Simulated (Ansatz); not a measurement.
An input for Ansatz 0.2.0 (Ni):

run.py

```python
import json

import ase.io
import numpy as np
from ase.calculators.calculator import CalculationFailed, Calculator
from ase.stress import full_3x3_to_voigt_6_stress
from ase.units import GPa

import ansatz as az

class AnsatzCalculator(Calculator):
    implemented_properties = ["energy", "free_energy", "forces", "stress", "magmom"]

    def calculate(self, atoms, properties, system_changes):
        super().calculate(atoms, properties, system_changes)
        structure = atoms.copy()
        structure.set_constraint()
        structure.set_momenta(None)
        structure.set_masses(None)
        outcome = (
            az.Crystal.from_ase(structure)
            .calculation()
            .basis(xc_grid=2)
            .functional("pbe")
            .pseudopotentials(kind="nc")
            .hubbard(double_counting="fll")
            .hubbard("Ni", "d", u_eff=4.0)
            .spin("collinear")
            .scf(tolerance=2e-10)
            .occupations(method="fermi_dirac", width=0.01)
            .forces()
            .stress()
            .run(threads=2)
        )
        if not outcome.report["converged"]:
            raise CalculationFailed("SCF not converged")
        report = outcome.report
        self.results = {
            "free_energy": report["lagrangian_ev"],
            "energy": report["lagrangian_ev"],
            "forces": np.array(report["forces_ev_ang"]),
            "stress": -GPa * full_3x3_to_voigt_6_stress(report["stress_gpa"]),
            "magmom": report["magnetization_mub"],
        }

np.set_printoptions(precision=5, suppress=True, linewidth=110)
atoms = ase.io.read("POSCAR", format="vasp")
atoms.set_initial_magnetic_moments([1.0])
atoms.calc = AnsatzCalculator()
print(f"free energy {atoms.get_potential_energy():.6f} eV")
print("forces (eV/A)", atoms.get_forces(), sep="\n")
print("stress (GPa, Voigt, tension positive)", atoms.get_stress() / GPa, sep="\n")
print(f"moment {atoms.get_magnetic_moment():.4f} muB")
```

POSCAR

```
Ni
1.0
   -1.2845276549      1.2845276549      1.2845276549
    1.2845276549     -1.2845276549      1.2845276549
    1.2845276549      1.2845276549     -1.2845276549
Ni
1
Direct
    0.0000000000      0.0000000000      0.0000000000
```

Potentials or basis: Ansatz NC.

Run with:

```bash
$ python run.py
```

**Question.** What does the program do with it?

**Answer.** The run stopped without a result. It printed:

Output:

```text
Traceback (most recent call last):
  File "run.py", line 52, in <module>
  File "run.py", line 34, in calculate
  [frames inside libraries left out]
ansatz.errors.InputError: no k-points: add .kpoints(mesh), or .kpoints with spacing=, density= or length=, or points= for k-points listed one by one  [kpoints.mp_grid]
```
